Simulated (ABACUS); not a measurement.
# Ti in ABACUS: the effect of functional

Crystal: Ti.

```xyz
1
Lattice="2.8709 0.0000 0.0000 1.4354 2.4862 0.0000 1.4354 0.8287 2.3440" Properties=species:S:1:pos:R:3 pbc="T T T"
Ti    0.0000    0.0000    0.0000
```

This isn't the form of Ti at room conditions, which is hcp.

Alike in all runs:

```yaml
Program: ABACUS 3.10.1
Task: single point
Potentials_or_basis: SG15 ONCV 1.2 PBE
Cutoff: 1143 eV
Density_cutoff: 4572 eV
Basis: plane waves
k_mesh: 8 × 8 × 8
Occupations: fermi-dirac, width 0.05 eV
Spin: no spin polarisation
```

```csv
functional,pressure (GPa)
LDA,-4.4
PBEsol,0.1
r2SCAN,4.7
TPSS,?
```

Task: What does the run with functional TPSS give?

Result: Pressure 2.6 GPa.

Caveats: the potentials were made for another functional, which shifts forces and pressure.
